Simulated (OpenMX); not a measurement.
# InPd in OpenMX: the effect of volume scale

InPd:

```
In Pd
1.0
     0.00000    2.63151    2.63151
     2.63151    0.00000    2.63151
     2.63151    2.63151    0.00000
In Pd
1 1
Direct
  0.00000 0.00000 0.00000
  0.50000 0.50000 0.50000
```

The cell was built by a generator and needn't be a form met in nature.

Alike in all runs:

| Item | Value |
| --- | --- |
| Program | OpenMX 3.8.5 |
| Task | single point |
| Functional | PBE |
| Potentials or basis | OpenMX 2013 PBE set, In7.0-s3p2d2, Pd7.0-s3p2d2, grid cutoff 500 Ry |
| k mesh | 7 × 7 × 7 |
| Occupations | fermi-dirac, width 0.05 eV |
| Spin | no spin polarisation |

```tsv
volume scale	pressure (GPa)
0.88	18.8
0.92	12.0
0.96	6.6
1	?
1.04	-1.0
1.08	-3.8
```

Task: What does the run with volume scale 1 give?

Result: Pressure 2.3 GPa.

Worked out: A parabola through the other rows of the pressure, of slope -98.8 GPa per unit of volume scale there, gives 2.2 GPa, against the run's 2.3.

Caveats: the basis of atomic orbitals isn't converged, which shifts pressures, moduli and gaps.
